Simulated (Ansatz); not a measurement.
**GaP: from a migration barrier to a jump rate**

All numbers below come from DFT PBE, scalar-relativistic, plane waves, PAW in Ansatz. The runs took a 420 eV cutoff, a Γ-centred 6×6×4 mesh and Gaussian smearing (0.05 eV). No spin polarisation.

In a supercell of 16 sites an atom of Ga jumps into a neighbouring Ga vacancy, a = 2.49 Å from site to site in the perfect crystal, in a neutral cell. A nudged elastic band with 3 inner images puts the highest image 0.783 eV above the start and 0.783 eV above the end. No image climbed, so the top of the path can lie higher. Take it as the barrier; the order of the saddle wasn't checked, and the cell is small.

With an assumed attempt frequency of 10¹³ s⁻¹, how often does the jump happen, and how fast does the vacancy diffuse?

Transition-state theory gives Γ = ν exp(−E/k_BT), and one such jump direction contributes Γa²/6 to the vacancy's diffusion coefficient averaged over directions:

| T (K) | E/k_BT | Γ (1/s) | Γa²/6 (cm²/s) |
| --- | --- | --- | --- |
| 300 | 30.3 | 6.9 × 10^-1 | 7.1 × 10^-17 |
| 600 | 15.2 | 2.6 × 10^6 | 2.7 × 10^-10 |
| 1000 | 9.1 | 1.1 × 10^9 | 1.2 × 10^-7 |
| 1500 | 6.1 | 2.3 × 10^10 | 2.4 × 10^-6 |

The rate reaches one jump a second at T = E/(k_B ln 10¹³) = 304 K. The number of equivalent jumps multiplies D if they link up through the crystal; a hop between two sites alone gives no long-range diffusion, which then waits on a higher barrier. In either case the atoms' own diffusion carries the vacancy concentration and a correlation factor besides. Rows above the melting point are formal, and so are rows where E/k_BT falls under about 3, since the theory needs rare jumps.

How much does an error of 0.1 eV in the barrier matter?

It multiplies the rate by exp(0.1 eV/k_BT): 48 at 300 K and 3.2 at 1000 K, more than the usual doubt about ν at low temperature.

Cost: 1 run of about 61 core-minutes, on Arm Neoverse V1 (shared hosts).